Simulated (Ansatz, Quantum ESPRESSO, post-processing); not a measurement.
# honeycomb SnTe, 1 layer in an electric field, part 5 of 6

How does honeycomb SnTe, 1 layer respond to a gate-like field without added charge?

Quantum ESPRESSO 7.5; plane-wave DFT, PBE, PseudoDojo norm-conserving pseudopotentials; geometry and cross-check by Ansatz 0.2.0 with PAW datasets.

So far. Step 11 (Ground state: field -0.2 V/Å): The dipole goes from 0.0474 to -0.0283 e Å, 0.3784 e Å per V/Å. Step 12 (Potential by pp.x): The slope in the vacuum is -0.200 eV/Å for an applied -0.20 V/Å, as it should be.

**13. Band structure: field -0.2 V/Å**

f3.bands.in

```
&control
  prefix = 'f3.bands'
  outdir = './out'
  pseudo_dir = './pseudo'
  calculation = 'bands'
  tefield = .true.
  dipfield = .true.
/
&system
  ibrav = 0
  nat = 2
  ntyp = 2
  ecutwfc = 68
  ecutrho = 272
  occupations = 'smearing'
  smearing = 'fd'
  degauss = 0.004
  edir = 3
  emaxpos = 0.97
  eopreg = 0.04
  eamp = -0.00388938
  nbnd = 21
/
&electrons
  conv_thr = 1e-07
  mixing_beta = 0.4
  electron_maxstep = 120
  mixing_mode = 'local-TF'
/
ATOMIC_SPECIES
  Te  127.6000  Te.dojo-sr-pbe-0.4.1-standard.upf
  Sn  118.7100  Sn.dojo-sr-pbe-0.4.1-standard.upf
CELL_PARAMETERS angstrom
  4.18419574705358 0.00000000000000 0.00000000000000
  -2.09209787352679 3.62361981135521 -0.00000000000000
  0.00000000000000 0.00000000000000 18.69000000000000
ATOMIC_POSITIONS crystal
  Te  0.666666666667 0.333333333333 0.454969785345
  Sn  0.333333333333 0.666666666667 0.545030214655
K_POINTS crystal_b
4
  0.0000000000 0.0000000000 0.0000000000 14
  0.5000000000 0.0000000000 0.0000000000 14
  0.3333333333 0.3333333333 0.0000000000 14
  0.0000000000 0.0000000000 0.0000000000 1
```

Run with:

```console
$ cp -r out/f3.save out/f3.bands.save
$ cp out/f3.xml out/f3.bands.xml
$ OMP_NUM_THREADS=1 mpirun -n 4 pw.x -nk 4 -in f3.bands.in > f3.bands.out
```

Numbers of over 12 decimals in the logs are rounded to 6 here.

What it wrote:

```text
[banner, memory and clock lines left out]
Program PWSCF v.7.5 starts
[citation notice left out]

[...]
bravais-lattice index     =            0
     lattice parameter (alat)  =       7.9070  a.u.
     unit-cell volume          =    1912.3198 (a.u.)^3
     number of atoms/cell      =            2
     number of atomic types    =            2
     number of electrons       =        30.00
     number of Kohn-Sham states=           21
     kinetic-energy cutoff     =      68.0000  Ry
     charge density cutoff     =     272.0000  Ry
     Exchange-correlation= PBE
                           (   1   4   3   4   0   0   0)

[...]
PseudoPot. # 1 for Te read from file:
     ./pseudo/Te.dojo-sr-pbe-0.4.1-standard.upf
     Pseudo is Norm-conserving + core correction, Zval = 16.0
     Generated using ONCVPSP code by D. R. Hamann
     Using radial grid of 1294 points,  6 beta functions with:
                l(1) =   0
                l(2) =   0
                l(3) =   1
                l(4) =   1
                l(5) =   2
                l(6) =   2

     PseudoPot. # 2 for Sn read from file:
     ./pseudo/Sn.dojo-sr-pbe-0.4.1-standard.upf
     Pseudo is Norm-conserving + core correction, Zval = 14.0
     Generated using ONCVPSP code by D. R. Hamann
     Using radial grid of 1628 points,  6 beta functions with:
                l(1) =   0
                l(2) =   0
                l(3) =   1
                l(4) =   1
                l(5) =   2
                l(6) =   2

     atomic species   valence    mass     pseudopotential
     Te               16.00   127.60000     Te( 1.00)
     Sn               14.00   118.71000     Sn( 1.00)

     No symmetry found

[...]
number of k points=    43  Fermi-Dirac smearing, width (Ry)=  0.0040
[...]
Dense  grid:   144899 G-vectors     FFT dimensions: (  45,  45, 192)

     The potential is recalculated from file :
     ./out/f3.bands.save/charge-density

     Adding external electric field

     Computed dipole along edir(3) :
        Dipole               -0.0534 Ry au,         -0.1357 Debye
        Dipole field         -0.0004 Ry au,

        E field amplitude [Ha a.u.]: -3.8894E-03
        Potential amp.       -0.2400 Ry
        Total length         33.9062 bohr

     Starting wfcs are   18 randomized atomic wfcs +    3 random wfcs

     Band Structure Calculation
     Davidson diagonalization with overlap

     ethr =  3.33E-10,  avg # of iterations = 36.1

     End of band structure calculation

          k = 0.0000 0.0000 0.0000 ( 18171 PWs)   bands (ev):

   -38.0792 -38.0792 -38.0562 -38.0562 -38.0474 -22.8889 -22.8889 -22.8336
   -22.8336 -22.8198 -13.3337  -7.7180  -2.4737  -2.2255  -2.2255  -0.1566
     1.4852   1.4852   1.9560   3.0950   3.5009

          k = 0.0357 0.0206 0.0000 ( 18144 PWs)   bands (ev):

   -38.0792 -38.0791 -38.0561 -38.0561 -38.0473 -22.8889 -22.8886 -22.8337
   -22.8336 -22.8196 -13.3232  -7.7158  -2.4970  -2.3072  -2.2470  -0.0678
     1.4414   1.5047   1.9734   3.1117   3.5185

[...]
```

The job ended after 37 s (4 MPI ranks of Arm Neoverse V2, shared host; peak memory 0.47 GiB; 2.4 min of CPU time).

Read from the output:

* conduction bottom, on the run's zero: -0.3391 eV

Band numbers count within the set of bands kept for display. Electronic bands along the path, in eV, zero at the highest filled level of the SCF mesh; v1 is the highest filled band, c1 the lowest empty one:

```
  point     v4     v3     v2     v1    c1    c2    c3    c4
      Γ  -5.49  -0.25   0.00   0.00  2.07  3.71  3.71  4.18
halfway  -5.55  -2.10  -0.69  -0.16  2.03  3.84  4.13  4.90
      M  -6.20  -2.40  -1.19  -0.92  2.11  3.07  4.10  5.59
halfway  -6.18  -2.52  -1.72  -0.84  2.40  3.59  3.70  6.02
      K  -6.19  -2.88  -1.68  -0.91  2.06  3.71  4.23  7.00
halfway  -5.62  -2.12  -1.38  -0.14  2.54  3.50  4.10  5.13
      Γ  -5.49  -0.25   0.00   0.00  2.07  3.71  3.71  4.18
```

The electronic bands as a text plot (rows in eV, shown from -6.2 to 5.7 only):

```
    5.5 |++++++++    ++++++++++++                +++     ++++++++
    5.0 |        ++++                               +++++
    4.5 |  ++++++                           +++++        +++++
    4.0 |+++++++++++++++++++++++++  ++++++++     ++++++++++++++++
    3.5 |++++++++    +++++       ++++++++++++++    ++++++++++++++
    3.0 |                 +++++++              ++++
    2.5 |  ++++++               ++++++        ++++++++++++++++
    2.0 |++      +++++++++++++++      ++++++++                +++
    1.5 |
    1.0 |
    0.5 |
    0.0 |************                              **************
   -0.5 |**** ****** *****                    *****      ********
   -1.0 |    ***    **************************        ***  **
   -1.5 |       *              *****   *****       ***  ***
   -2.0 |        ***                ***     ************
   -2.5 |           ******************      *****
   -3.0 |                             ******
   -3.5 |
   -4.0 |
   -4.5 |
   -5.0 |
   -5.5 |************                               *************
   -6.0 |            *******************************
         Γ                   M           K                      Γ
```

Upper empty bands that drop with the field can be states of the vacuum, held by the sawtooth; they depend on the cell's width.

Along this path the valence top lies at Γ and the conduction bottom between Γ and M.

**14. Valence density**

The density shows how far the electrons spill into the vacuum.

f0.rho.in

```
&inputpp
  prefix = 'f0'
  outdir = './out'
  filplot = 'f0.rho.dat'
  plot_num = 0
/
```

Run with:

```console
$ OMP_NUM_THREADS=1 mpirun -n 4 pp.x -in f0.rho.in > f0.rho.out
```

What it wrote:

```text
[banner, memory and clock lines left out]
Program POST-PROC v.7.5 starts

          URL

     ./out/f0.save/

     IMPORTANT: XC functional enforced from input :
     Exchange-correlation= PBE
                           (   1   4   3   4   0   0   0)
     Any further DFT definition will be discarded
     Please, verify this is what you really want

     Adding external electric field

     Computed dipole along edir(3) :
        Dipole                0.0896 Ry au,          0.2278 Debye
        Dipole field          0.0006 Ry au,

        Potential amp.       -0.0399 Ry
        Total length         33.9062 bohr

     Calling punch_plot, plot_num =   0
     Writing data to file  f0.rho.dat
     Message from routine chdens:
     namelist plot not found or invalid, exiting
```

The job ended after 0.84 s (4 MPI ranks; peak memory 0.13 GiB; 3 s of CPU time).

Read from the output:

* electrons by integration: 30.00 e

Mean over planes. The valence density, planar mean by z:

z (Å), valence density, planar mean (e/Å³) and a bar:
```
      4.5      0.000 
      5.0      0.000 
      5.5      0.000 
      6.0      0.002 
      6.5      0.008 
      7.0      0.031 #
      7.5      0.108 ####
      8.0      0.452 ################
      8.5      0.868 ##############################
      9.0      0.523 ##################
      9.5      0.321 ###########
     10.0      0.744 ##########################
     10.5      0.661 #######################
     11.0      0.142 #####
     11.5      0.045 ##
     12.0      0.014 
     12.5      0.004 
     13.0      0.001 
     13.5      0.000 
     14.0      0.000 
     14.5      0.000
```

Valence density in the ca plane at fractional y = 0.333, with atoms of Te within 0.2 Å of it. It is the smooth field of the valence electrons, not physical close to the nuclei.

Values in units of 1e0 e/Å³, 5 rows by 16 columns, each cell a mean:
```
0.0 0.0 0.0 0.0 0.0 0.0 0.3 1.4 0.2 0.0 0.0 0.0 0.0 0.0 0.0 0.0
0.0 0.0 0.0 0.0 0.0 0.0 1.4 6.7 0.4 0.0 0.0 0.0 0.0 0.0 0.0 0.0
0.0 0.0 0.0 0.0 0.0 0.0 0.4 1.9 0.2 0.0 0.0 0.0 0.0 0.0 0.0 0.0
0.0 0.0 0.0 0.0 0.0 0.0 0.0 0.1 0.2 0.1 0.0 0.0 0.0 0.0 0.0 0.0
0.0 0.0 0.0 0.0 0.0 0.0 0.0 0.1 0.2 0.1 0.0 0.0 0.0 0.0 0.0 0.0
```
Columns run along c (18.7 Å), rows up along a (4.2 Å). Atoms in or near the plane, at fractional coordinates: Te at (0.45, 0.67).

The density integrates to 30.000 electrons, as the 30 of the input ask.

**15. Density by pp.x**

f2.rho.in

```
&inputpp
  prefix = 'f2'
  outdir = './out'
  filplot = 'f2.rho.dat'
  plot_num = 0
/
```

Run with:

```console
$ OMP_NUM_THREADS=1 mpirun -n 4 pp.x -in f2.rho.in > f2.rho.out
```

Wall time 0.85 s (4 MPI ranks); peak memory 0.13 GiB; 3 s of CPU time.

**16. Charge moved by a field of 0.2 V/Å**

Read from the output:

* largest charge moved across a plane: 0.001142 e/Å²
* dipole step: -0.8993 eV

The planar mean by z:

```
z (Å)  planar mean (e/Å³)
    2              4.8e-8
    3              4.0e-7
    4              3.2e-6
    5              2.3e-5
    6              1.4e-4
    7              5.7e-4
    8              3.0e-4
    9              6.4e-5
   10             -1.1e-4
   11             -4.3e-4
   12             -4.7e-4
   13             -1.1e-4
   14             -1.9e-5
   15             -2.6e-6
   16             -3.0e-7
   17             -3.3e-8
```

Running integral, electrons below z against z:

```csv
z (Å),"running integral, electrons below z (e/Å²)"
2.5,7.2e-8
3.0,2.1e-7
3.5,5.9e-7
4.0,1.7e-6
4.5,4.7e-6
5.0,1.3e-5
5.5,3.4e-5
6.0,8.6e-5
6.5,2.0e-4
7.0,4.4e-4
7.5,7.5e-4
8.0,9.7e-4
8.5,0.00108
9.0,0.00114
9.5,0.00113
10.0,0.00108
10.5,0.00102
11.0,8.8e-4
11.5,5.8e-4
12.0,3.0e-4
12.5,1.4e-4
13.0,5.8e-5
13.5,2.3e-5
14.0,8.6e-6
14.5,3.1e-6
15.0,1.1e-6
15.5,3.7e-7
16.0,1.2e-7
16.5,4.0e-8
```

**17. Polarisability from the dipole between 0 and 0.1 V/A**

Read from the output:

- change of slope in the vacuum: 0.09996 eV/Å
- polarisability a cell: 5.425 Å³
- sheet polarisability 4πα/A: 4.496 Å

The change of the potential energy, second field less first by z:

```csv
z (Å),"change of the potential energy, second field less first (eV)"
0,-0.362
1,-0.617
2,-0.517
3,-0.417
4,-0.317
5,-0.218
6,-0.121
7,-0.0392
8,-0.00305
9,0.00101
10,-6.0e-4
11,0.00770
12,0.0518
13,0.136
14,0.234
15,0.333
16,0.433
17,0.533
18,0.633
```

**18. Dipole against field**

Table of dipole along the normal, dipole moment by applied field:

| applied field (V/Å) | dipole along the normal, dipole moment (e·Å) |
| --- | --- |
| -0.200 | -0.0283 |
| 0.000 | 0.0474 |
| 0.100 | 0.0851 |
| 0.200 | 0.123 |

**19. The same in Ansatz: field 0.1 V/Å**

As a check, the same structure is run in Ansatz.

Level of this step: plane-wave DFT, PBE, Ansatz PAW (Ansatz 0.2.0).

input.yaml

```yaml
crystal:
  lattice:
    - [4.1841957471, 0.0, 0.0]
    - [-2.0920978735, 3.6236198114, 0.0]
    - [0.0, 0.0, 18.69]
  atoms:
    - { symbol: Te, position: [0.6666666667, 0.3333333333, 0.4549697853] }
    - { symbol: Sn, position: [0.3333333333, 0.6666666667, 0.5450302147] }
kpoints:
  mp_grid: { grid: [6, 6, 1] }
hamiltonian:
  xc: pbe
scf:
  occupations: { method: fermi_dirac, width: 0.054 }
  convergence: { dr2_threshold: 1.0e-09 }
efield:
  axis: 3
  dipole_correction: true
  ramp_position: 0.97
  ramp_width: 0.04
  amplitude: 0.1
output:
  write_potential: true
  write_density: true
  volumetric_format: npy
```

Run with:

```console
$ ansatz run input.yaml --threads 4 --pin off --max-ram 8192MiB --backend cpu --events-out ev --progress --plain --runs-dir out
```

What it wrote:

```text
[...]
Crystal: 2 atoms, lattice volume = 283.377 Å³
Basis set: ecut = 420 eV, 5493 PW (Γ)
Bands: 19, of which v1, the nominal top of the filled ones, is band 15 counted from 1 (14 counted from 0)
Symmetry: 6 space group operations
[...]
k-points: 7 of 36 (time reversal used)
[...]
SCF iter  10: F=-13004.504743 eV  HF=-13004.504743 eV  |F-HF|=2.55e-10  |Δ(HF+E_count)|=   2.52e-9  Δρ=2.67e-7  dr2=4.86e-10  ethr=3.33e-12  p=0.084 e·Å  D=5.37e-2 V/Å  ΔV_dip=-1.00 eV  dr2_dipole=1.98e-11  V_vac-E_F(+/−)=4.65/3.92 eV  ⟨swp⟩=6.9  Hψ=458  notcnv=0
SCF 1 converged in 10 iterations: F = -13004.504743 eV  dr2 = 4.86e-10
[...]
WARN: The output density's exchange-correlation potential varies sharply where the density is thin. Do not read a vacuum level from v_tot or v_xc, or from such a field of the output density. On a cell that repeats whose density bears no net charge and no dipole along the vacuum's axis use v_es (v_loc + v_h of the components); under efield.dipole_correction with no amplitude use v_es + v_field, which holds any externa [...]
SCF converged after 10 iterations
Free energy (F): -13004.504743 eV
[...]
Internal energy: -13004.504743 eV  (E = F + TS)
E sigma→0 (E₀):  -13004.504743 eV
Entropy (-TS):   -0.000000 eV (-0.000 meV/atom)
Fermi energy:    -1.280066 eV
Dipole field:    D = 0.053717 V/Å  (p = 0.084122 e·Å, saw-weighted, corrected)
Work function:   not extracted (applied field tilts the vacuum); planar V_es + V_field profile in the machine report
[...]
--- Band table (eV; the first three rows and the last of 7) ---
  k-point 0: bands = [... 11 lower, -7.7066, -2.4688, -2.2196, -2.2196, -0.0909, 1.5010, 1.5010, 2.6150]
  k-point 1: bands = [... 11 lower, -7.6885, -3.6247, -2.5998, -2.3397, 0.2272, 1.4905, 1.7949, 2.9244]
  k-point 2: bands = [... 11 lower, -7.9793, -4.6634, -3.1733, -2.6130, -0.3038, 1.4089, 1.9441, 3.6297]
  k-point 6: bands = [... 11 lower, -8.3904, -5.0922, -3.9187, -3.1215, -0.1350, 1.5333, 2.0520, 4.8781]
```

It took 1.4 s on 4 threads; peak memory 0.47 GiB.

Read from the output:

| Quantity | Value |
| --- | --- |
| free energy | -13004.5047 eV |
| Fermi energy | -1.280 eV |
| gap by band count | 1.916 eV |
| dipole along the normal | 0.08412 e·Å |

At 0.1 V/Å Ansatz's dipole is 0.0841 e Å against 0.0851 from pw.x.

**20. Cross-check with Ansatz: field -0.1 V/Å**

input.yaml is the input of step 19 with these lines changed:

```diff
@@ -20,3 +20,3 @@
   ramp_width: 0.04
-  amplitude: 0.1
+  amplitude: -0.1
 output:
```

What it wrote:

```text
[...]
Crystal: 2 atoms, lattice volume = 283.377 Å³
Basis set: ecut = 420 eV, 5493 PW (Γ)
Bands: 19, of which v1, the nominal top of the filled ones, is band 15 counted from 1 (14 counted from 0)
Symmetry: 6 space group operations
[...]
k-points: 7 of 36 (time reversal used)
[...]
--- Band table (eV; the first three rows and the last of 7) ---
  k-point 0: bands = [... 11 lower, -7.7521, -2.5098, -2.2589, -2.2589, -0.1573, 1.4553, 1.4553, 2.1865]
  k-point 1: bands = [... 11 lower, -7.7342, -3.6596, -2.6393, -2.3882, 0.1671, 1.4290, 1.7484, 2.5504]
  k-point 2: bands = [... 11 lower, -8.0243, -4.7005, -3.2131, -2.6569, -0.3563, 1.3498, 1.8971, 3.2792]
  k-point 6: bands = [... 11 lower, -8.4349, -5.1319, -3.9494, -3.1723, -0.1847, 1.4769, 1.9909, 4.7921]
[key lines of the parts left out:]
SCF converged after 10 iterations
Free energy (F): -13004.495460 eV
Fermi energy:    -1.327430 eV
Dipole field:    D = 0.005530 V/Å  (p = 0.008660 e·Å, saw-weighted, corrected)
```

Run time: 1.4 s. Hardware: 4 threads; peak memory 0.47 GiB; 4.9 s of CPU time.

Read from the output:

| Item | Value |
| --- | --- |
| free energy | -13004.4955 eV |
| Fermi energy | -1.327 eV |
| gap by band count | 1.903 eV |
| dipole along the normal | 0.008660 e·Å |

**21. Dipole against field, Ansatz**

The dipole along the normal, dipole moment by applied field:

```
applied field (V/Å)  dipole along the normal, dipole moment (e·Å)
            -0.1000                                       0.00866
             0.0000                                        0.0464
             0.1000                                        0.0841
```

[end of part 5 of 6]

[Logs are printed without paths, hosts, clocks, repeated set-up lines and the standing remarks that a program may print on its own settings, such as how far it seeks lower states.]

[Hosts, paths, dates, database ids (printed as entryN), source tags and the programs' standing remarks are cut or masked in the printed files.]

[Maps of the electrostatic potential energy from Ansatz leave out the sawtooth potential of an applied field or a dipole correction, so their vacuum need not be flat; planar profiles and work functions include it.]
